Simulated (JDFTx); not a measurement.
Set up this calculation in JDFTx 1.7.0 (patched build), as the native input.

| Quantity | Value |
| --- | --- |
| Task | single point |
| Functional | PBE |
| Potentials or basis | PseudoDojo-SR-PBE-0.4.1-standard with smoothed tails |
| Cutoff | 1116 eV |
| Density cutoff | 8925 eV |
| k mesh | 10 × 10 × 10 |
| Occupations | fermi-dirac, width 0.05 eV |
| Spin | no spin polarisation |
| Local potential set to -Z/r beyond | 6 bohr |
| Bands | 14 |
| Density cutoff over wavefunction cutoff | 8 |
| Max SCF steps | 100 |
| SCF threshold on the energy | 1e-09 Ha |
| Solver of the electrons | scf |
| Further solve for the empty bands | yes |

ZrC:

```
Zr C
1.0
     0.00000    2.36500    2.36500
     2.36500    0.00000    2.36500
     2.36500    2.36500    0.00000
Zr C
1 1
Direct
  0.50000 0.50000 0.50000
  0.00000 0.00000 0.00000
```

These files were run (other wordings do the same):

ZrC.in

```
lattice \
    0.0000000000     4.4692022847     4.4692022847 \
    4.4692022847     0.0000000000     4.4692022847 \
    4.4692022847     4.4692022847     0.0000000000
coords-type Cartesian
ion Zr     4.4692022847     4.4692022847     4.4692022847 1
ion C      0.0000000000     0.0000000000     0.0000000000 1

ion-species pseudo/Zr.upf
ion-species pseudo/C.upf
elec-cutoff 41 328
elec-ex-corr gga-PBE
kpoint-folding 10 10 10
elec-smearing Fermi 0.0018374661
elec-n-bands 14
electronic-SCF nIterations 100 energyDiffThreshold 1e-09
electronic-minimize nIterations 30 energyDiffThreshold 1e-7
converge-empty-states yes
forces-output-coords Cartesian

dump-name run.$VAR
dump End Ecomponents EigStats BandEigs Kpoints Forces Stress ElecDensity Dtot KEdensity
```

Potentials or basis: PseudoDojo-SR-PBE-0.4.1-standard with smoothed tails.

Launch:

```bash
$ jdftx -c 1 -i ZrC.in -o ZrC.out
```

It gave:

```yaml
Pressure: -2.8 GPa
Band_gap_on_the_k_mesh: none (metal or under the smearing width)
Loewdin_charges: Zr +0.78; C -0.74 e
```

Wall time 50 s on 1 thread of Intel(R) Xeon(R) Platinum 8488C (Sapphire Rapids), with other jobs on the host, peak memory 0.12 GiB.
